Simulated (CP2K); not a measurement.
Input of a CP2K 2026.2 run:

The input gasb_scf.inp:

```
&GLOBAL
  PROJECT gasb_scf
  RUN_TYPE ENERGY_FORCE
  PRINT_LEVEL LOW
&END GLOBAL
&FORCE_EVAL
  METHOD QS
  STRESS_TENSOR ANALYTICAL
  &DFT
    BASIS_SET_FILE_NAME BASIS_MOLOPT_UZH
    POTENTIAL_FILE_NAME POTENTIAL_UZH
    &MGRID
      CUTOFF 450
      REL_CUTOFF 60
      NGRIDS 4
    &END MGRID
    &QS
      METHOD GPW
      EPS_DEFAULT 1.0E-10
    &END QS
    &KPOINTS
      SCHEME MONKHORST-PACK 8 8 8
      GAMMA_CENTERED T
      SYMMETRY T
      SYMMETRY_BACKEND SPGLIB
    &END KPOINTS
    &SCF
      SCF_GUESS ATOMIC
      EPS_SCF 1.0E-6
      MAX_SCF 100
      ADDED_MOS 10
      CHOLESKY OFF
      EPS_EIGVAL 1.0E-7
      &DIAGONALIZATION ON
        ALGORITHM STANDARD
      &END DIAGONALIZATION
      &MIXING ON
        METHOD BROYDEN_MIXING
        ALPHA 0.4
        BETA 1.5
        NBUFFER 8
      &END MIXING
      &SMEAR ON
        METHOD FERMI_DIRAC
        ELECTRONIC_TEMPERATURE [K] 580.226
      &END SMEAR
    &END SCF
    &XC
      &XC_FUNCTIONAL
        &GGA_X_PBE
        &END GGA_X_PBE
        &GGA_C_PBE
        &END GGA_C_PBE
      &END XC_FUNCTIONAL
    &END XC
    &PRINT
      &KPOINTS ON
      &END KPOINTS
      &MULLIKEN ON
      &END MULLIKEN
      &MO ON
        ENERGIES T
        OCCUPATION_NUMBERS T
        &EACH
          QS_SCF 0
        &END EACH
        ADD_LAST NUMERIC
      &END MO
      &LOWDIN ON
      &END LOWDIN
      &HIRSHFELD ON
        SHAPE_FUNCTION DENSITY
      &END HIRSHFELD
    &END PRINT
  &END DFT
  &SUBSYS
    &CELL
      A 4.3260792873 0.0000000000 0.0000000000
      B 2.1630396436 3.7464945616 0.0000000000
      C 2.1630396436 1.2488315205 3.5322289469
      PERIODIC XYZ
    &END CELL
    &COORD
      Sb  6.4891189309 3.7464945616 2.6491717102
      Ga  0.0000000000 0.0000000000 0.0000000000
    &END COORD
    &KIND Sb
      BASIS_SET TZVP-MOLOPT-PBE-GTH-q5
      POTENTIAL GTH-PBE-q5
    &END KIND
    &KIND Ga
      BASIS_SET TZVP-MOLOPT-PBE-GTH-q13
      POTENTIAL GTH-PBE-q13
    &END KIND
    &PRINT
      &ATOMIC_COORDINATES ON
      &END ATOMIC_COORDINATES
      &CELL ON
      &END CELL
      &SYMMETRY ON
      &END SYMMETRY
    &END PRINT
  &END SUBSYS
  &PRINT
    &FORCES ON
    &END FORCES
    &STRESS_TENSOR ON
    &END STRESS_TENSOR
  &END PRINT
&END FORCE_EVAL
```

Potentials or basis: POTENTIAL_UZH Sb GTH-PBE-q5, Ga GTH-PBE-q13; TZVP-MOLOPT-PBE-GTH basis.

Command:

```bash
$ OMP_NUM_THREADS=1 cp2k.psmp -i gasb_scf.inp -o gasb_scf.out
```

Question: What does it give for the Mulliken charges?

Answer: Sb +0.37; Ga -0.37 e.

Question: Estimate the pressure.

Answer: 2.9 GPa.

Question: Estimate the Hirshfeld charges.

Answer: Sb -0.06; Ga +0.06 e.

Caveat: spin-orbit coupling is left out, which moves the levels of the heavy elements; the basis of atomic orbitals isn't converged, which shifts pressures, moduli and gaps.

**What was measured.**

A printed reference work, data compilation reports, for a bulk crystal of GaSb at 4.2 K: band gap 0.811 eV (direct).

Against the measured gap of GaSb, 0.811 eV (direct; 4.2 K; a printed reference work, data compilation), the calculated 0.08 eV is off by -0.73 eV. Spin-orbit coupling on Ga, Sb is left out. The value is that of PBE in an atomic basis (POTENTIAL_UZH Sb GTH-PBE-q5, Ga GTH-PBE-q13; TZVP-MOLOPT-PBE-GTH basis), whose error adds to the functional's, on a finite k mesh, which can miss the band edges, without temperature or zero-point motion. Semilocal functionals fall short of measured gaps as a rule.
